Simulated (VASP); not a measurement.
Here is a VASP 6.6.1 calculation.

Contents of INCAR:

```
SYSTEM = Ca
PREC = Accurate ; ENCUT = 520
EDIFF = 1E-7 ; ISMEAR = 0
SIGMA = 0.15 ; LREAL = .False.
LASPH = .True. ; NELM = 100
ALGO = Fast ; ISIF = 2
LWAVE = .False. ; LCHARG = .False.
GGA = CA ; NBANDS = 17
```

KPOINTS

```
Automatic mesh
0
Gamma
  15 15 8
  0 0 0
```

Contents of POSCAR:

```
Ca
1.0
    3.9799995206      0.0000000000      0.0000000000
   -1.9899997603      3.4467806919      0.0000000000
    0.0000000000      0.0000000000      6.5200000000
Ca
2
Direct
    0.3333333333      0.6666666667      0.2500000000
    0.6666666667      0.3333333333      0.7500000000
```

Potentials or basis: VASP PAW LDA potentials, release 64 (Ca_sv).

Launch:

```sh
$ cat potpaw_LDA.64/Ca_sv/POTCAR > POTCAR
$ mpirun -np 1 vasp_std > vasp.out
```

(1) Predict the pressure.

(2) What does it give for the band gap on the k mesh?

Results:

(1) -2.3 GPa.

(2) none (metal or under the smearing width).
